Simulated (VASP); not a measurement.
Set up this calculation in VASP 6.6.1, as the native input.

* Task: single point
* Functional: RPBE
* Potentials or basis: VASP PAW PBE potentials, release 64 (Cd)
* Cutoff: 520 eV
* k mesh: 10 × 10 × 10
* Occupations: gaussian, width 0.05 eV
* Spin: no spin polarisation
* Further INCAR settings: ALGO = Normal; EDIFF = 1e-07

The structure of Cd lies in POSCAR:

```
Cd
1.0
    0.0000000000      2.2181497500      2.2181497500
    2.2181497500      0.0000000000      2.2181497500
    2.2181497500      2.2181497500      0.0000000000
Cd
1
Direct
    0.0000000000      0.0000000000      0.0000000000
```

This isn't the form of Cd at room conditions, which is hcp.

One way to write it, as run:

INCAR

```
SYSTEM = Cd
  PREC = Accurate
  ENCUT = 520
  EDIFF = 1E-7
  ISMEAR = 0
  SIGMA = 0.05
  LREAL = .False.
  LASPH = .True.
  NELM = 80
  ALGO = Normal
  ISIF = 2
  LWAVE = .False.
  LCHARG = .True.
  GGA = RP
  LELF = .True.
  LVHAR = .True.
```

KPOINTS

```
Automatic mesh
0
Gamma
  10 10 10
  0 0 0
```

Potentials or basis: VASP PAW PBE potentials, release 64 (Cd).

Command:

```bash
$ cat potpaw_PBE.64/Cd/POTCAR > POTCAR
$ mpirun -np 1 vasp_std > vasp.out
```

It gave:

- Pressure: 5.3 GPa
- Band gap on the k mesh: none (metal or under the smearing width)

Caveat: the PAW data sets were made with another functional, which shifts forces and pressure a little.

Run time: 4.3 s on 1 thread of Intel(R) Xeon(R) 6975P-C (Granite Rapids), on a shared host, peak memory 0.13 GiB.
